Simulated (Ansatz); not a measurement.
**How much does Nb in Ir(111), 2x2 scatter?**

How strong a scatterer is Nb in Ir(111), 2x2, and does relaxation matter?

Calculated with Ansatz 0.2.0; Ansatz plane-wave DFT, PBE, PAW files; ballistic transport by layer matching (Landauer), zero bias; PAW set soft_1.

### Step 1. Set-up

The cell holds 44 atoms: 43 Ir and 1 Nb. Cell: a = 5.430 Å, b = 5.430 Å, c = 24.434 Å, α = 86.8°, β = 93.2°, γ = 120.0°. It derives from Ir. Regions: lead, 24 atoms (24 Ir); scattering region, 20 atoms (19 Ir and 1 Nb). The structure is stacked along c, and the current runs across the ab planes.

### Step 2. Transmission at ideal sites

The defect sits in one plane of the supercell, all atoms on ideal sites; the layers about the cell's end are the lead. The mesh across the current, 12×12, is finer than the density's, because channels open and close sharply across the zone. Energies from -0.1 to 0.1 eV in steps of 0.05 eV are too few for the program's thermal sum, so it prints no conductance; for a metal the transmission near the Fermi level serves, at a fraction of the cost.

Contents of input.yaml:

```yaml
crystal:
  lattice:
    - [5.4297315514, 0.0, 0.0]
    - [-2.7148657757, 4.7022854592, 0.0]
    - [-1.3574328878, 0.7837142432, 24.3834648588]
  atoms:
    - { symbol: Ir, position: [0.0075757576, 0.9924242424, 0.0454545455] }
    - { symbol: Ir, position: [0.0075757576, 0.4924242424, 0.0454545455] }
    - { symbol: Ir, position: [0.5075757576, 0.9924242424, 0.0454545455] }
    - { symbol: Ir, position: [0.5075757576, 0.4924242424, 0.0454545455] }
    - { symbol: Ir, position: [0.1893939394, 0.3106060606, 0.1363636364] }
    - { symbol: Ir, position: [0.1893939394, 0.8106060606, 0.1363636364] }
    - { symbol: Ir, position: [0.6893939394, 0.3106060606, 0.1363636364] }
    - { symbol: Ir, position: [0.6893939394, 0.8106060606, 0.1363636364] }
    - { symbol: Ir, position: [0.3712121212, 0.1287878788, 0.2272727273] }
    - { symbol: Ir, position: [0.3712121212, 0.6287878788, 0.2272727273] }
    - { symbol: Ir, position: [0.8712121212, 0.1287878788, 0.2272727273] }
    - { symbol: Ir, position: [0.8712121212, 0.6287878788, 0.2272727273] }
    - { symbol: Ir, position: [0.053030303, 0.946969697, 0.3181818182] }
    - { symbol: Ir, position: [0.053030303, 0.446969697, 0.3181818182] }
    - { symbol: Ir, position: [0.553030303, 0.946969697, 0.3181818182] }
    - { symbol: Ir, position: [0.553030303, 0.446969697, 0.3181818182] }
    - { symbol: Ir, position: [0.2348484848, 0.2651515152, 0.4090909091] }
    - { symbol: Ir, position: [0.2348484848, 0.7651515152, 0.4090909091] }
    - { symbol: Ir, position: [0.7348484848, 0.2651515152, 0.4090909091] }
    - { symbol: Ir, position: [0.7348484848, 0.7651515152, 0.4090909091] }
    - { symbol: Nb, position: [0.4166666667, 0.0833333333, 0.5] }
    - { symbol: Ir, position: [0.4166666667, 0.5833333333, 0.5] }
    - { symbol: Ir, position: [0.9166666667, 0.0833333333, 0.5] }
    - { symbol: Ir, position: [0.9166666667, 0.5833333333, 0.5] }
    - { symbol: Ir, position: [0.0984848485, 0.9015151515, 0.5909090909] }
    - { symbol: Ir, position: [0.0984848485, 0.4015151515, 0.5909090909] }
    - { symbol: Ir, position: [0.5984848485, 0.9015151515, 0.5909090909] }
    - { symbol: Ir, position: [0.5984848485, 0.4015151515, 0.5909090909] }
    - { symbol: Ir, position: [0.2803030303, 0.2196969697, 0.6818181818] }
    - { symbol: Ir, position: [0.2803030303, 0.7196969697, 0.6818181818] }
    - { symbol: Ir, position: [0.7803030303, 0.2196969697, 0.6818181818] }
    - { symbol: Ir, position: [0.7803030303, 0.7196969697, 0.6818181818] }
    - { symbol: Ir, position: [0.4621212121, 0.0378787879, 0.7727272727] }
    - { symbol: Ir, position: [0.4621212121, 0.5378787879, 0.7727272727] }
    - { symbol: Ir, position: [0.9621212121, 0.0378787879, 0.7727272727] }
    - { symbol: Ir, position: [0.9621212121, 0.5378787879, 0.7727272727] }
    - { symbol: Ir, position: [0.1439393939, 0.8560606061, 0.8636363636] }
    - { symbol: Ir, position: [0.1439393939, 0.3560606061, 0.8636363636] }
    - { symbol: Ir, position: [0.6439393939, 0.8560606061, 0.8636363636] }
    - { symbol: Ir, position: [0.6439393939, 0.3560606061, 0.8636363636] }
    - { symbol: Ir, position: [0.3257575758, 0.1742424242, 0.9545454545] }
    - { symbol: Ir, position: [0.3257575758, 0.6742424242, 0.9545454545] }
    - { symbol: Ir, position: [0.8257575758, 0.1742424242, 0.9545454545] }
    - { symbol: Ir, position: [0.8257575758, 0.6742424242, 0.9545454545] }
kpoints:
  mp_grid: { grid: [5, 5, 1] }
hamiltonian:
  xc: pbe
  pseudopotentials: { kind: paw, azcp: { folder: soft_1 } }
scf:
  occupations: { method: fermi_dirac, width: 0.1 }
output:
  transmission: { leads: [[0, 4]], kmesh: [12, 12], e_range: [-0.1, 0.1], de: 0.05 }
  write_potential: true
  write_density: true
  volumetric_format: npy
  elf: true
```

The run is started by

```bash
ansatz run input.yaml --threads 4 --pin off --max-ram 15360MiB --backend cpu --events-out ev --progress --plain --runs-dir out
```

Numbers of over 12 decimals in the logs are rounded to 6 here.

What it wrote:

```text
Engine: ansatz 0.2.0, aarch64-unknown-linux-gnu
Pseudopotentials: kind: paw
Pseudopotential: Ir, paw, valence charge 17, recommended cutoff 420 eV (normal), soft_1/Ir.paw.azcp
Pseudopotential: Nb, paw, valence charge 13, recommended cutoff 420 eV (normal), soft_1/Nb.paw.azcp
Functional definition: PBE
  parameter kappa = 0.804
  parameter beta = 0.066725
  exchange = pbe_x(kappa = kappa, mu = beta*pi^2/3)
  correlation = pbe_c(beta = beta)
Crystal: 44 atoms, lattice volume = 622.562 Å³
Basis set: ecut = 420 eV, 12125 PW (Γ)
Bands: 447, of which v1, the nominal top of the filled ones, is band 372 counted from 1 (371 counted from 0)
Symmetry: 4 space group operations
Space group: C2/m (ITA 12), of the structure as read, at distance tolerance 8.5e-5 Å
k-points: 9 of 25
Non-local potential: Ir, projectors of the file, l = 0: 3, l = 1: 2, l = 2: 2, l = 3: 1
Non-local potential: Nb, projectors of the file, l = 0: 3, l = 1: 2, l = 2: 2, l = 3: 1
PAW form: soft (Blöchl's): semilocal exchange-correlation on the pseudo side does not see the compensation charge
PAW one-centre angular grid: Ir, 590 points (default); XC on 64 Gauss nodes
PAW one-centre angular grid: Nb, 590 points (default); XC on 64 Gauss nodes
Initial density: superposition of atomic densities (chi_scale 0.1, normalization cell, long waves of neutral atoms (reshape's long-wave potential 2.17 eV rms, cloud 3.05 Å wide))
Initial wavefunctions: pseudopotential atomic-orbital guess
Functional: x = pbe(κ = 0.804, μ = 0.219515), c = pbe(β = 0.066725)
SCF iter   1: F=—  HF=-517844.701296 eV  |F-HF|=—  |Δ(HF+E_count)|=         —  Δρ=5.87e-2  dr2=1.22e2  ethr=3.10e-3  ⟨swp⟩=5.0  Hψ=12666  notcnv=0  defer=41
preconditioner: auto → Kerker (q_TF=auto, 2.811 Å⁻¹)  [metal: Δε(μ)=0.012 eV  Ē_g=7.018 eV  σ=0.100 eV  W_gap=0.03  n_scr=250 (ndim 8)  ℏωp=29.5 eV  f_vac=0.000  D(μ)=34.28/eV (n_scr^D=332)]
SCF iter   2: F=—  HF=-517840.580855 eV  |F-HF|=—  |Δ(HF+E_count)|=    4.12e0  Δρ=3.32e-2  dr2=5.28e1  ethr=3.10e-3  ⟨swp⟩=2.0  Hψ=4897  notcnv=0  defer=199
SCF iter   3: F=—  HF=-517838.565301 eV  |F-HF|=—  |Δ(HF+E_count)|=    2.02e0  Δρ=5.16e-3  dr2=2.73e0  ethr=3.10e-3  ⟨swp⟩=2.6  Hψ=5219  notcnv=0  defer=199
SCF iter   4: F=—  HF=-517838.480581 eV  |F-HF|=—  |Δ(HF+E_count)|=   8.47e-2  Δρ=1.48e-3  dr2=1.99e-1  ethr=3.67e-4  ⟨swp⟩=1.0  Hψ=4548  notcnv=0  defer=200
SCF iter   5: F=—  HF=-517838.479574 eV  |F-HF|=—  |Δ(HF+E_count)|=   1.01e-3  Δρ=5.12e-4  dr2=1.70e-2  ethr=2.67e-5  ⟨swp⟩=1.0  Hψ=3900  notcnv=0  defer=200
SCF iter   6: F=—  HF=-517838.479078 eV  |F-HF|=—  |Δ(HF+E_count)|=   4.96e-4  Δρ=1.14e-4  dr2=1.02e-3  ethr=2.29e-6  ⟨swp⟩=1.0  Hψ=3813  notcnv=0  defer=200
SCF iter   7: F=—  HF=-517838.479084 eV  |F-HF|=—  |Δ(HF+E_count)|=   6.08e-6  Δρ=3.20e-5  dr2=8.83e-5  ethr=1.37e-7  ⟨swp⟩=1.0  Hψ=3813  notcnv=0  defer=200
SCF iter   8: F=—  HF=-517838.480312 eV  |F-HF|=—  |Δ(HF+E_count)|=   1.23e-3  Δρ=1.10e-5  dr2=5.98e-6  ethr=1.19e-8  ⟨swp⟩=1.1  Hψ=3824  notcnv=0  defer=200
SCF iter   9: F=—  HF=-517838.480312 eV  |F-HF|=—  |Δ(HF+E_count)|=   2.09e-7  Δρ=3.12e-6  dr2=6.36e-7  ethr=8.04e-10  ⟨swp⟩=2.2  Hψ=5477  notcnv=0  defer=200
SCF iter  10: F=-517838.480312 eV  HF=-517838.480312 eV  |F-HF|=2.19e-8  |Δ(HF+E_count)|=   1.84e-8  Δρ=6.98e-7  dr2=2.38e-8  ethr=1.34e-11  ⟨swp⟩=7.8  Hψ=9663  notcnv=0
SCF 1 converged in 10 iterations: F = -517838.480312 eV  dr2 = 2.38e-8
  greatest PAW one-centre occupation: 1.000 electrons in one spin orbital (limit 2), on the Ir atom at site 22 (counted from 0), in its partial waves of l = 0
transmission: 192 of 1892 steps passed
transmission: 380 of 1892 steps passed
[...]
transmission: 1892 of 1892 steps passed
SCF converged after 10 iterations
Free energy (F): -517838.480312 eV
Harris-Foulkes:  -517838.480312 eV  (|F-HF|=2.19e-8)
Internal energy: -517837.251474 eV  (E = F + TS)
E sigma→0 (E₀):  -517837.865893 eV
Entropy (-TS):   -1.228837 eV (-27.928 meV/atom)
Fermi energy:    25.779536 eV
--- Per-component energies (eV) ---
  E_band       = -3571.401638
  E_kinetic    = 23624.349411
  E_local      = -48021.566053  (includes V_loc(G=0)·N_el)
  E_nonlocal   = 8257.829568
  E_hartree    = 18005.878520
  E_xc         = -10085.541622
  E_vxc        = -11264.891044  (∫ρ·V_xc dr)
  E_paw        = -401484.359370  (= ΣΔE_a)
  E_vpaw       = -12178.893406  (= ΣTr[D̂ρ^β])
  E_aug_tail   = 0.014767  (compensation charges beyond the density's cutoff)
  E_ewald      = -108133.856695
  E_smearing   = -1.228837  (= −TS)
  E_closure    = -0.000000  (closes the sum)
  Σ components = -517838.480312   (vs F -517838.480312, Δ=0.00e0)
--- Band table (eV; the first three rows and the last of 9) ---
  k-point 0: bands = [... 368 lower, 26.5645, 26.5731, 26.6323, 26.6621, 26.6624, 26.6625, 26.6711, 26.6872, ... 71 higher]
  k-point 1: bands = [... 368 lower, 26.0606, 26.0819, 26.0983, 26.1160, 26.1422, 26.1904, 26.2063, 26.2412, ... 71 higher]
  k-point 2: bands = [... 368 lower, 25.0229, 25.1159, 25.1773, 25.2037, 25.2892, 25.4073, 25.4769, 25.4971, ... 71 higher]
  k-point 8: bands = [... 368 lower, 25.0424, 25.1165, 25.1578, 25.1810, 25.2316, 25.3172, 25.3693, 25.4107, ... 71 higher]
--- Transmission ---
  basis      : 223 plane waves across, 44 finite elements along
  points     : 43, standing for a mesh of 12 x 12
  energies   : 5 from -0.100000 to 0.100000 eV about the Fermi level, 0.050000 eV apart; the leads are filled to 0.000000 eV, and channels, transmission and decay are at 0.000000 eV
  crystal 0  : Ir4, at the sites [0, 4], period 2.2167 Å, over 22.17 Å; its Hamiltonian steps by up to 7.2 meV
    offset         : up to 0.0000 Å between an atom of the period and one for which it stands
    channels       : 6.597222e0 a spin
    conductance    : none, the energies end too early or step too widely for 300 K: set another output.transmission.e_range or a lower de, or, where they end at an eighth of basis.ecutwfc, a higher one
  junction   : crystal 0 to crystal 0, 0.70 to 22.86 Å
    transmission   : 4.582116e0 a spin
    conductance    : none, the energies end too early or step too widely for 300 K: set another output.transmission.e_range or a lower de, or, where they end at an eighth of basis.ecutwfc, a higher one
```

Elapsed: 7.7 min, on 4 threads of Arm Neoverse V1, shared host; peak memory 5.3 GiB; 28 min of CPU time.

Numbers from this step:

* free energy: -517838.4803 eV
* energy at zero smearing: -517837.8659 eV
* Fermi energy: 25.78 eV
* cell area: 25.53 Å²
* transmission per spin nearest the Fermi level: 4.582
* open channels per spin nearest the Fermi level: 6.597
* step of the lead's potential: 7.2 meV

Per spin. The transmission, zone mean by energy, zero at the Fermi level:

| energy (eV) | transmission, zone mean |
| --- | --- |
| -0.1000 | 4.48 |
| -0.0500 | 4.51 |
| 0.0000 | 4.58 |
| 0.0500 | 4.59 |
| 0.1000 | 4.65 |

Per spin. Table of open channels, zone mean, lead by energy, zero at the Fermi level:

| energy (eV) | open channels, zone mean, lead |
| --- | --- |
| -0.1000 | 6.33 |
| -0.0500 | 6.39 |
| 0.0000 | 6.60 |
| 0.0500 | 6.60 |
| 0.1000 | 6.78 |

Transmission over k1 and k2. At 0.0000 eV from the Fermi level.

Ten even steps from '0' (3.20) to '9' (6.62):
```
222222223553
122333221505
623655632655
123546453213
223569965322
222649994622
222356996532
131235464532
655623655632
150512233322
235532222222
221612221612
```
Columns: k1 (b1) from -0.5 to 0.417; rows upwards: k2 (b2) from -0.5 to 0.417.

Open channels over k1 and k2. At 0.0000 eV from the Fermi level.

Ten even steps from '_' (6.00) to '@' (9.00):
```
__________________----__
______--__--______--__--
**__--@@----@@--__**----
______--__--__--________
____------****------____
______@@__******__@@____
______------****------__
__________--__--__--____
**----**__--@@----@@--__
__--__--______--__--____
____----________________
______**__________**____
```
Columns: k1 (b1) from -0.5 to 0.417; rows upwards: k2 (b2) from -0.5 to 0.417.

Electrostatic potential energy in the ca plane at fractional y = 0.083, with atoms of Nb and Ir within 0.2 Å of it. With pseudopotentials it is smooth inside the atoms' cores, unlike the true potential.

Ten even steps from '0' (-44 eV) to '9' (27 eV), each cell a mean:
```
99999621379998999999998400038999999999999510
99998300059999999999998400048999999998899742
99998300159999999999999732379988899975579987
99999632589876799987899987899976789842369999
98999988899742489875789999999875789853479987
88999999999732489976799976789987899987789842
98999977799865799998999731368999999999999610
99999621379998999999998400048999999999999510
99998300059999999999998400048999999998899742
99998300159999999999999632479988899975579987
99999632589876799987899977899976789842369999
98999988899742489875789999999875789853479987
88999999999732489976799987789987899987789842
98999977799865799998999731269999999999999610
```
Columns run along c (16.0 Å, from fractional 0.13 to 0.78 of the cell; values clipped at the 3rd and 97th percentile), rows up along a (5.4 Å). Atoms in or near the plane, at fractional coordinates: Nb at (0.50, 0.42), Ir at (0.50, 0.92).

Valence density in the ca plane at fractional y = 0.083, with atoms of Nb and Ir within 0.2 Å of it. It is the smooth field of the valence electrons, not physical close to the nuclei.

Ten even steps from '0' (0.2 e/Å³) to '9' (9.3 e/Å³), each cell a mean:
```
00000145310000000000000279720000000000000158
00000279610000000000000279720000000000000024
00000278510000000000000134300000000011100000
00000133100001000000000000000001000023310000
00000000000023200001100000000001000013200000
00000000000133200001000000000000000001000024
00000001000011000000000023210000000000000159
00000145310000000000000145420000000000000158
00000279610000000000000145410000000000000024
00000278510000000000000023200000000011100000
00000133100001000000000000000001000023310000
00000000000023200001100000000001000013200000
00000000000133200001000001000000000001000024
00000001000011000000000135410000000000000159
```
Columns run along c (16.0 Å, from fractional 0.13 to 0.78 of the cell), rows up along a (5.4 Å). Atoms in or near the plane, at fractional coordinates: Nb at (0.50, 0.42), Ir at (0.50, 0.92).

ELF in the ca plane at fractional y = 0.083, with atoms of Nb and Ir within 0.2 Å of it. It is the smooth field of the valence electrons, not physical close to the nuclei.

Ten even steps from '0' (0.16) to '9' (0.72), each cell a mean:
```
23222476532212110122222575752222200012222476
22222576742222100022222575752222210122122356
22222576742212110122222367632222212234422222
23222466422224322223222234322233223246642223
22211122222366433224322222122234322246532222
12211122222466422223332013202322222123222356
22211133222234321122231389941232210012222476
23222476532212110122321782871233200012222476
22222576742222100023321794871232210112122356
22222576742212110122231389821322222234422222
23222466422223322223332012102333223246642223
22211122222366433224322222222234322246532222
12211122222466422223222235422223222123222356
22211233222234321122222367642222210012222476
```
Columns run along c (16.0 Å, from fractional 0.13 to 0.78 of the cell), rows up along a (5.4 Å). Atoms in or near the plane, at fractional coordinates: Nb at (0.50, 0.42), Ir at (0.50, 0.92).

Over the solved energies the transmission per spin lies between 4.48 and 4.65, out of 6.54 channels of the lead on average (up to 6.78).

(Part 1 of 2 ends here.)

[Logs are printed without paths, hosts, clocks, repeated set-up lines and the standing remarks that a program may print on its own settings, such as how far it seeks lower states.]

[Hosts, paths, dates, database ids (printed as entryN), source tags and the programs' standing remarks are cut or masked in the printed files.]
